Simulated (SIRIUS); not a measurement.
# Ge (Fd-3m) in SIRIUS: further runs

One crystal, Ge, is run at these levels: PBE; tasks: relaxation of cell and atoms.

Program: SIRIUS 7.12.0. These are calculated values, not measurements. Logs are shortened: lines on timing, memory, paths and dates and some standing lists are left out, and cuts for length are marked. The log counts tension as positive stress, the text compression.

**1. Starting point**

Symmetry: Fd-3m, No. 227, cubic system. Conventional cell: a = 5.658 Å, b = 5.658 Å, c = 5.658 Å, α = 90.00°, β = 90.00°, γ = 90.00°. Ge (site symmetry -43m) has 4 Ge at 2.45 Å as nearest neighbours.

**2. Relaxation of cell and atoms, PBE**

Input file run.py:

```python
import json, subprocess
import numpy as np
from ase import Atoms
from ase.io import read
from ase.calculators.calculator import Calculator, all_changes
from ase.units import Bohr, Hartree, GPa
from ase.optimize import BFGS
from ase.filters import FrechetCellFilter

class Sirius(Calculator):
    """Writes sirius.json, runs sirius.scf and reads out.json."""
    implemented_properties = ["energy", "free_energy", "forces", "stress", "magmom"]

    def __init__(self, config, files):
        super().__init__()
        self.config, self.files, self.calls = config, files, 0

    def calculate(self, atoms=None, properties=["energy"], system_changes=all_changes):
        super().calculate(atoms, properties, system_changes)
        symbols = atoms.get_chemical_symbols()
        types = list(dict.fromkeys(symbols))
        order = [i for t in types for i, s in enumerate(symbols) if s == t]
        frac = atoms.get_scaled_positions(wrap=False)
        m = atoms.get_initial_magnetic_moments()
        m = m if m.ndim == 2 else np.c_[0 * m, 0 * m, m]
        spin = self.config["parameters"]["num_mag_dims"] > 0
        rows = {t: [list(frac[i]) + (list(m[i]) if spin else []) for i in order if symbols[i] == t] for t in types}
        cell = {"lattice_vectors": (atoms.cell[:] / Bohr).tolist(), "atom_types": types, "atom_files": self.files, "atoms": rows}
        json.dump({**self.config, "unit_cell": cell}, open("sirius.json", "w"), indent=1)
        self.calls += 1
        with open(f"sirius_{self.calls:03d}.out", "w") as log:
            subprocess.run(["sirius.scf", "--input=sirius.json", "--output=out.json"], stdout=log, stderr=subprocess.STDOUT, check=True)
        gs = json.load(open("out.json"))["ground_state"]
        if not gs["converged"]:
            raise RuntimeError("SCF did not converge")
        self.results = {"energy": gs["energy"]["free"] * Hartree, "free_energy": gs["energy"]["free"] * Hartree}
        if "forces" in gs:
            f = np.zeros((len(atoms), 3))
            f[order] = np.array(gs["forces"]) * Hartree / Bohr
            self.results["forces"] = f
        if "stress" in gs:
            s = np.array(gs["stress"]) * Hartree / Bohr**3
            self.results["stress"] = s.flat[[0, 4, 8, 5, 2, 1]]
        if spin:
            self.results["magmom"] = gs["magnetisation"]["total"][2]

atoms = read("Ge.cif")

config = {
    "control": {
        "processing_unit": 'cpu',
        "verbosity": 1,
        "print_forces": True,
        "print_stress": True,
    },
    "parameters": {
        "electronic_structure_method": 'pseudopotential',
        "xc_functionals": ['XC_GGA_X_PBE', 'XC_GGA_C_PBE'],
        "gk_cutoff": 8.9,
        "pw_cutoff": 17.8,
        "ngridk": [4, 4, 4],
        "shiftk": [0, 0, 0],
        "smearing": 'fermi_dirac',
        "smearing_width": 0.0018374661,
        "num_bands": 22,
        "num_mag_dims": 0,
        "num_dft_iter": 100,
        "energy_tol": 1e-08,
        "density_tol": 1e-06,
    },
    "iterative_solver": {
        "type": 'davidson',
        "min_tolerance": 1e-10,
    },
    "mixer": {
        "type": 'anderson',
        "beta": 0.7,
        "max_history": 8,
    },
    "settings": {
        "tol_ne": 1e-10,
        "pseudo_grid_cutoff": 6.5,
    },
}
dft = Sirius(config, {'Ge': 'Ge.json'})
atoms.calc = dft
results = {"symbols": atoms.get_chemical_symbols(), "cell": atoms.cell[:].tolist(), "frac": atoms.get_scaled_positions(wrap=False).tolist(), "steps": []}

def note():
    results["steps"].append({"energy": atoms.get_potential_energy(), "cell": atoms.cell[:].tolist(), "positions": atoms.positions.tolist(),
                             "forces": atoms.get_forces().tolist(), "stress": atoms.get_stress().tolist()})
    json.dump(results, open("results.json", "w"))

opt = BFGS(FrechetCellFilter(atoms, scalar_pressure=0.0 * GPa))
opt.attach(note)
results["converged"] = bool(opt.run(fmax=0.02, steps=30))
print("converged:", results["converged"])
print("cell parameters:", atoms.cell.cellpar().round(5))
print("volume per atom (A^3):", round(atoms.get_volume() / len(atoms), 4))
print(atoms.get_scaled_positions().round(6))
json.dump(results, open("results.json", "w"))
```

Input file Ge.cif:

```cif
data_Ge
_cell_length_a 4.00068289
_cell_length_b 4.00068289
_cell_length_c 4.00068289
_cell_angle_alpha 60.00000000
_cell_angle_beta 60.00000000
_cell_angle_gamma 60.00000000
_space_group_name_H-M_alt 'P1'
_space_group_name_Hall 'P 1'
_space_group_IT_number 1
loop_
_space_group_symop_operation_xyz
'x,y,z'
loop_
_atom_site_label
_atom_site_type_symbol
_atom_site_symmetry_multiplicity
_atom_site_Wyckoff_symbol
_atom_site_fract_x
_atom_site_fract_y
_atom_site_fract_z
_atom_site_occupancy
Ge1 Ge 1 a 0.7500000000 0.7500000000 0.7500000000 1
Ge2 Ge 1 a 0.5000000000 0.5000000000 0.5000000000 1
```

Potentials or basis: PseudoDojo 0.4.1 PBE standard (scalar relativistic).

The run is started by

```console
$ upf_to_json Ge.upf
$ OMP_NUM_THREADS=4 python run.py
```

The log of the run:

```text
Step          Energy          fmax
BFGS:    0    -4860.827925        0.621821
BFGS:    1    -4860.843377        0.530995
BFGS:    2    -4860.873971        0.129100
BFGS:    3    -4860.876002        0.006843
converged: True
cell parameters: [ 4.10331  4.10331  4.10331 60.      60.      60.     ]
volume per atom (A^3): 24.4264
[[0.75 0.75 0.75]
 [0.5  0.5  0.5 ]]
```

sirius_001.out:

```text
[info] SIRIUS version : 7.12.0
[info] number of MPI ranks           : 1
[info] MPI grid                      : 1 1
[info] maximum number of OMP threads : 4
[fft] FFT context for density and potential
[fft] =====================================
[fft]   comm size                             : 1
[fft]   plane wave cutoff                     : 17.8
[fft]   grid size                             : 45 45 45   total : 91125
[fft]   grid limits                           : -22 22   -22 22   -22 22
[fft]   number of G-vectors within the cutoff : 14562
[fft]   local number of G-vectors             : 14562
[fft]   number of G-shells                    : 795
[fft] FFT context for coarse grid
[fft] =====================================
[fft]   comm size                             : 1
[fft]   plane wave cutoff                     : 17.8
[fft]   grid size                             : 45 45 45   total : 91125
[fft]   grid limits                           : -22 22   -22 22   -22 22
[fft]   number of G-vectors within the cutoff : 14562
[fft]   local number of G-vectors             : 14562
[fft]   number of G-shells                    : 795
[unit cell] lattice vectors
[unit cell]   a1 :       7.5601949784      0.0000000000      0.0000000000
[unit cell]   a2 :       3.7800974892      6.5473209089      0.0000000000
[unit cell]   a3 :       3.7800974892      2.1824403030      6.1728733510
[unit cell] reciprocal lattice vectors
[unit cell]   b1 :       0.8310877332     -0.4798287265     -0.3392901463
[unit cell]   b2 :       0.0000000000      0.9596574530     -0.3392901463
[unit cell]   b3 :       0.0000000000      0.0000000000      1.0178704389
[unit cell] unit cell volume :       305.55119786 [a.u.^3]
[unit cell] 1/sqrt(omega)    :         0.05720816
[unit cell] MT volume        :         0.00000000 ( 0.00%)
[unit cell] IT volume        :       305.55119786 (100.00%)
[unit cell] number of atom types : 1
[... 232 lines left out ...]
[find] smearing (-TS)                 :      -0.00019795
[find] SCF correction                 :       0.00000028
[find] Total energy                   :    -178.63193497 (Ha),    -357.26386995 (Ry)
[find] Free energy (E-TS)             :    -178.63213293 (Ha),    -357.26426586 (Ry)
[find] band gap (eV)                  :       0.03770744
[find] Efermi                         :       0.35443247
[find] iteration : 11, RMS (target) : 9.6358e-07 (1.0000e-06) , energy difference (target) : -1.9843e-09 (1.0000e-08)
[find] bands are converged : true
[find] iterative solver converged : false
[find] converged after 12 SCF iterations!
[find] Charges and magnetic moments
[find] --------------------------------------------------------------------------------
[find] total charge          : 28.000000
[find] Energy
[find] --------------------------------------------------------------------------------
[find] valence_eval_sum               :      -9.93991710
[find] <rho|V^{XC}>                   :     -29.13848094
[find] <rho|E^{XC}>                   :     -43.66461968
[find] <mag|B^{XC}>                   :       0.00000000
[find] <rho|V^{H}>                    :     110.83100081
[find] one-electron contribution      :     -91.63243698 (Ha),    -183.26487395 (Ry)
[find] hartree contribution           :      55.41550041
[find] xc contribution                :     -43.66461968
[find] ewald contribution             :     -98.75037901
[find] PAW contribution               :       0.00000000
[find] smearing (-TS)                 :      -0.00019795
[find] SCF correction                 :       0.00000028
[find] Total energy                   :    -178.63193497 (Ha),    -357.26386995 (Ry)
[find] Free energy (E-TS)             :    -178.63213293 (Ha),    -357.26426586 (Ry)
[find] band gap (eV)                  :       0.03770744
[find] Efermi                         :       0.35443247
[ground_state] === stress tensor components [kbar] ===
[ground_state] === stress_kin ===
[ground_state] -86079.971796    0.000000    0.000000
[ground_state]     0.000000-86079.971796    0.000000
[ground_state]     0.000000    0.000000-86079.971796
[ground_state] === stress_har ===
[ground_state] -17786.218352    0.000000    0.000000
[ground_state]     0.000000-17786.218352    0.000000
[ground_state]     0.000000    0.000000-17786.218352
[ground_state] === stress_ewald ===
[ground_state] 31695.027393   -0.000000   -0.000000
[ground_state]    -0.00000031695.027393   -0.000000
[ground_state]    -0.000000   -0.00000031695.027393
[ground_state] === stress_vloc ===
[ground_state] -4695.708963    0.000000    0.000000
[ground_state]     0.000000-4695.708963    0.000000
[ground_state]     0.000000    0.000000-4695.708963
[ground_state] === stress_xc ===
[ground_state] -13460.948296    0.000000    0.000000
[ground_state]     0.000000-13460.948296    0.000000
[ground_state]     0.000000    0.000000-13460.948296
[ground_state] === stress_core ===
[ground_state] 23371.650429   -0.000000   -0.000000
[ground_state]    -0.00000023371.650429   -0.000000
[ground_state]    -0.000000   -0.00000023371.650429
[ground_state] === stress_nonloc ===
[ground_state] 66912.162916   -0.000000   -0.000000
[ground_state]    -0.00000066912.162916   -0.000000
[ground_state]    -0.000000   -0.00000066912.162916
[ground_state] === stress_us_nl ===
[ground_state] 66912.162916   -0.000000   -0.000000
[ground_state]    -0.00000066912.162916   -0.000000
[ground_state]    -0.000000   -0.00000066912.162916
[ground_state] === stress_total ===
[ground_state]   -44.006669   -0.000000    0.000000
[ground_state]    -0.000000  -44.006669    0.000000
[ground_state]     0.000000    0.000000  -44.006669
[ground_state] ==== total Forces in Ha/bohr =====
[ground_state] atom:    0, force:      -0.0000000      0.0000000     -0.0000000
[ground_state] atom:    1, force:       0.0000000     -0.0000000      0.0000000
```

sirius_004.out:

```text
[info] SIRIUS version : 7.12.0
[info] number of MPI ranks           : 1
[info] MPI grid                      : 1 1
[info] maximum number of OMP threads : 4
[fft] FFT context for density and potential
[fft] =====================================
[fft]   comm size                             : 1
[fft]   plane wave cutoff                     : 17.8
[fft]   grid size                             : 48 48 48   total : 110592
[fft]   grid limits                           : -23 24   -23 24   -23 24
[fft]   number of G-vectors within the cutoff : 15642
[fft]   local number of G-vectors             : 15642
[fft]   number of G-shells                    : 847
[fft] FFT context for coarse grid
[fft] =====================================
[fft]   comm size                             : 1
[fft]   plane wave cutoff                     : 17.8
[fft]   grid size                             : 48 48 48   total : 110592
[fft]   grid limits                           : -23 24   -23 24   -23 24
[fft]   number of G-vectors within the cutoff : 15642
[fft]   local number of G-vectors             : 15642
[fft]   number of G-shells                    : 847
[unit cell] lattice vectors
[unit cell]   a1 :       7.7541386619     -0.0000000000     -0.0000000000
[unit cell]   a2 :       3.8770693309      6.7152810656     -0.0000000000
[unit cell]   a3 :       3.8770693309      2.2384270219      6.3312277054
[unit cell] reciprocal lattice vectors
[unit cell]   b1 :       0.8103008704     -0.4678274257     -0.3308039451
[unit cell]   b2 :       0.0000000000      0.9356548513     -0.3308039451
[unit cell]   b3 :       0.0000000000      0.0000000000      0.9924118354
[unit cell] unit cell volume :       329.67475411 [a.u.^3]
[unit cell] 1/sqrt(omega)    :         0.05507534
[unit cell] MT volume        :         0.00000000 ( 0.00%)
[unit cell] IT volume        :       329.67475411 (100.00%)
[unit cell] number of atom types : 1
[... 227 lines left out ...]
[find] smearing (-TS)                 :      -0.00023484
[find] SCF correction                 :      -0.00000154
[find] Total energy                   :    -178.63366486 (Ha),    -357.26732973 (Ry)
[find] Free energy (E-TS)             :    -178.63389970 (Ha),    -357.26779941 (Ry)
[find] band gap (eV)                  :       0.00000000
[find] Efermi                         :       0.31147618
[find] iteration : 10, RMS (target) : 7.7435e-07 (1.0000e-06) , energy difference (target) : -1.0326e-09 (1.0000e-08)
[find] bands are converged : true
[find] iterative solver converged : false
[find] converged after 11 SCF iterations!
[find] Charges and magnetic moments
[find] --------------------------------------------------------------------------------
[find] total charge          : 28.000000
[find] Energy
[find] --------------------------------------------------------------------------------
[find] valence_eval_sum               :     -10.88589967
[find] <rho|V^{XC}>                   :     -29.08577758
[find] <rho|E^{XC}>                   :     -43.62629856
[find] <mag|B^{XC}>                   :       0.00000000
[find] <rho|V^{H}>                    :     113.85354412
[find] one-electron contribution      :     -95.65366622 (Ha),    -191.30733244 (Ry)
[find] hartree contribution           :      56.92677206
[find] xc contribution                :     -43.62629856
[find] ewald contribution             :     -96.28047060
[find] PAW contribution               :       0.00000000
[find] smearing (-TS)                 :      -0.00023484
[find] SCF correction                 :      -0.00000154
[find] Total energy                   :    -178.63366486 (Ha),    -357.26732973 (Ry)
[find] Free energy (E-TS)             :    -178.63389970 (Ha),    -357.26779941 (Ry)
[find] band gap (eV)                  :       0.00000000
[find] Efermi                         :       0.31147618
[ground_state] === stress tensor components [kbar] ===
[ground_state] === stress_kin ===
[ground_state] -79752.933774   -0.000000   -0.000000
[ground_state]    -0.000000-79752.933774   -0.000000
[ground_state]    -0.000000   -0.000000-79752.933774
[ground_state] === stress_har ===
[ground_state] -16934.298803   -0.000000   -0.000000
[ground_state]    -0.000000-16934.298803   -0.000000
[ground_state]    -0.000000   -0.000000-16934.298803
[ground_state] === stress_ewald ===
[ground_state] 28641.045313    0.000000    0.000000
[ground_state]     0.00000028641.045313    0.000000
[ground_state]     0.000000    0.00000028641.045313
[ground_state] === stress_vloc ===
[ground_state] -3181.020755   -0.000000   -0.000000
[ground_state]    -0.000000-3181.020755   -0.000000
[ground_state]    -0.000000   -0.000000-3181.020755
[ground_state] === stress_xc ===
[ground_state] -12486.380612   -0.000000   -0.000000
[ground_state]    -0.000000-12486.380612   -0.000000
[ground_state]    -0.000000   -0.000000-12486.380612
[ground_state] === stress_core ===
[ground_state] 21661.805943    0.000000    0.000000
[ground_state]     0.00000021661.805943    0.000000
[ground_state]     0.000000    0.00000021661.805943
[ground_state] === stress_nonloc ===
[ground_state] 62052.231510    0.000000    0.000000
[ground_state]     0.00000062052.231510    0.000000
[ground_state]     0.000000    0.00000062052.231510
[ground_state] === stress_us_nl ===
[ground_state] 62052.231510    0.000000    0.000000
[ground_state]     0.00000062052.231510    0.000000
[ground_state]     0.000000    0.00000062052.231510
[ground_state] === stress_total ===
[ground_state]     0.448822   -0.000000   -0.000000
[ground_state]    -0.000000    0.448822    0.000000
[ground_state]    -0.000000    0.000000    0.448822
[ground_state] ==== total Forces in Ha/bohr =====
[ground_state] atom:    0, force:       0.0000000     -0.0000000      0.0000000
[ground_state] atom:    1, force:       0.0000000      0.0000000     -0.0000000
```

Run time: 24 s. Hardware: 4 threads of Intel Xeon 6975P-C (Granite Rapids), shared host; peak memory 0.19 GiB.

Results:

| Quantity | Value |
| --- | --- |
| Free energy | -4860.8760 eV |
| Relaxed volume | 24.43 Å³/atom |
| Relaxed cell | a = 4.103 Å, b = 4.103 Å, c = 4.103 Å, α = 60.00°, β = 60.00°, γ = 60.00° |
| Space group after relaxing (to 0.05 Å) | Fd-3m (No. 227) |
| Energy gained by relaxing | 24.0 meV/atom |
| Ionic steps | 4 |
| Pressure after relaxing | 0.0 GPa |
| Band gap on the k mesh | none (metal or under the smearing width) |

Step by step:
```tsv
step	energy change (eV)	largest force (eV/Å)	pressure (GPa)	volume (Å³)
1	0.0000	0.0000	4.40	45.28
2	-0.0155	0.0000	3.71	45.89
3	-0.0460	0.0000	-0.83	49.60
4	-0.0481	0.0000	-0.04	48.85
```

Final structure:
```yaml
crystal:
  lattice:
    - [4.10331, 0.00000, 0.00000]
    - [2.05166, 3.55357, 0.00000]
    - [2.05166, 1.18452, 3.35034]
  atoms:
    - { symbol: Ge, position: [0.75000, 0.75000, 0.75000] }
    - { symbol: Ge, position: [0.50000, 0.50000, 0.50000] }
```

Caveat: the k mesh is coarse (spacing up to 0.48 Å⁻¹), so the values aren't converged. Zero-point motion and thermal expansion aren't in these numbers.

**3. Relaxation of cell and atoms, PBE, target pressure 5 GPa, at which the enthalpy is minimised**

Edit run.py of step 2 so:

```diff
@@ -95,3 +95,3 @@
 
-opt = BFGS(FrechetCellFilter(atoms, scalar_pressure=0.0 * GPa))
+opt = BFGS(FrechetCellFilter(atoms, scalar_pressure=5.0 * GPa))
 opt.attach(note)
```

Ge.cif is that of step 2.

Potentials or basis: PseudoDojo 0.4.1 PBE standard (scalar relativistic).

The run is started by

```console
$ upf_to_json Ge.upf
$ OMP_NUM_THREADS=4 python run.py
```

It took 15 s on 4 threads of Intel Xeon 6975P-C (Granite Rapids), shared host; peak memory 0.19 GiB.

It converged, with:

* Free energy: -4860.8116 eV
* Relaxed volume: 22.36 Å³/atom
* Relaxed cell: a = 3.984 Å, b = 3.984 Å, c = 3.984 Å, α = 60.00°, β = 60.00°, γ = 60.00°
* Space group after relaxing (to 0.05 Å): Fd-3m (No. 227)
* Energy change on relaxing (the enthalpy is what falls): +8.2 meV/atom
* Ionic steps: 3
* Pressure after relaxing: 5.1 GPa
* Band gap on the k mesh: 0.15 eV

The path:
```
step  energy change (eV)  largest force (eV/Å)  pressure (GPa)  volume (Å³)
   1              0.0000                0.0000            4.40        45.28
   2              0.0023                0.0000            4.49        45.20
   3              0.0164                0.0000            5.06        44.72
```

Final structure:
```xyz
2
Lattice="3.9843 0.0000 0.0000 1.9921 3.4505 0.0000 1.9921 1.1502 3.2532" Properties=species:S:1:pos:R:3 pbc="T T T"
Ge    5.9764    3.4505    2.4399
Ge    3.9843    2.3003    1.6266
```

Caveat: the k mesh is coarse (spacing up to 0.48 Å⁻¹), so the values aren't converged. A hybrid or GW would open this gap; PBE tends to underestimate it.

**4. The reference run**

An earlier run on the cell as given: functional PBEsol; potentials or basis PseudoDojo 0.4.1 PBEsol standard (scalar relativistic); cutoff 1078 eV; density cutoff 4311 eV; k mesh 8 × 8 × 8; occupations fermi-dirac, width 0.05 eV; no spin polarisation.

* Pressure: 0.7 GPa
* Band gap on the k mesh: 0.00 eV

**5. The runs side by side**

```tsv
task	level	potentials or basis	cell	k mesh	pressure	optimizer	fmax	max steps	target pressure	mesh quality	gap on the mesh (eV)	pressure (GPa)
relaxation of cell and atoms	PBE	PseudoDojo 0.4.1 PBE standard (scalar relativistic)	relaxed	4 × 4 × 4	0	BFGS	0.02 eV/Å	30	0 GPa	coarse	none	0.0
relaxation of cell and atoms	PBE	PseudoDojo 0.4.1 PBE standard (scalar relativistic)	relaxed to 5 GPa	4 × 4 × 4	5	BFGS	0.02 eV/Å	30	5 GPa	coarse	0.15	5.1
single point	PBEsol	PseudoDojo 0.4.1 PBEsol standard (scalar relativistic)	as given	8 × 8 × 8	-	-	-	-	-	not flagged	0.00	0.7
```

Alike in all rows: no spin polarisation; cutoff (eV) 1078; smearing fermi-dirac 0.05 eV.

Caveats: some runs use coarse meshes.

Absolute energies hang on the potentials; compare differences alone.
